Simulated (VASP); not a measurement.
Set up this calculation in VASP 6.6.1, as the native input.

| Item | Value |
| --- | --- |
| Task | relaxation of the atoms |
| Functional | PBE |
| Potentials or basis | VASP PAW PBE potentials, release 64 (K_sv) |
| Cutoff | 600 eV |
| k mesh | 5 × 5 × 1 |
| Occupations | fermi-dirac, width 0.05 eV |
| Spin | no spin polarisation |
| Dipole correction | yes |
| Atoms held fixed (from 0) | [0, 1] |
| Further INCAR settings | ALGO = Normal; EDIFF = 1e-06; IBRION = 2; EDIFFG = -0.01; NSW = 60 |

The structure of K lies in POSCAR:

```
K
1.0
    4.7623960204      0.0000000000      0.0000000000
   -2.3811980102      4.1243559365      0.0000000000
    0.0000000000      0.0000000000     30.6599426400
K
5
Selective dynamics
Direct
    0.6666666700      0.3333333400      0.2446188529  F F F
    0.3333333300      0.6666666600      0.3723094265  F F F
    0.6666666700      0.3333333400      0.5000000000  T T T
    0.3333333300      0.6666666600      0.6276905735  T T T
    0.6666666700      0.3333333400      0.7553811471  T T T
```

The slab is cut from a database's or a generator's crystal, which needn't be the stable form of the element.

The input as run:

INCAR

```
SYSTEM = K
  PREC = Accurate
  ENCUT = 600
  EDIFF = 1E-6
  ISMEAR = -1
  SIGMA = 0.05
  LREAL = .FALSE.
  LASPH = .TRUE.
  NELM = 80
  ALGO = Normal
  ISIF = 2
  LWAVE = .FALSE.
  LCHARG = .FALSE.
  LDIPOL = .TRUE.
  IDIPOL = 3
  DIPOL = 0.5 0.5 0.500
  GGA = PE
  IBRION = 2
  NSW = 60
  EDIFFG = -0.01
```

KPOINTS

```
regular mesh
0
G
  5 5 1
  0 0 0
```

Potentials or basis: VASP PAW PBE potentials, release 64 (K_sv).

The run is started by

```bash
$ cat potpaw_PBE.64/K_sv/POTCAR > POTCAR
$ mpirun -np 1 vasp_std > vasp.out
```

Results of the run:

* Energy gained by relaxing: 1.3 meV/atom
* Ionic steps: 13
* Band gap on the k mesh: none (metal or under the smearing width)

Wall time 13 min on 1 thread of Intel(R) Xeon(R) 6975P-C (Granite Rapids) (shared host), peak memory 0.87 GiB.
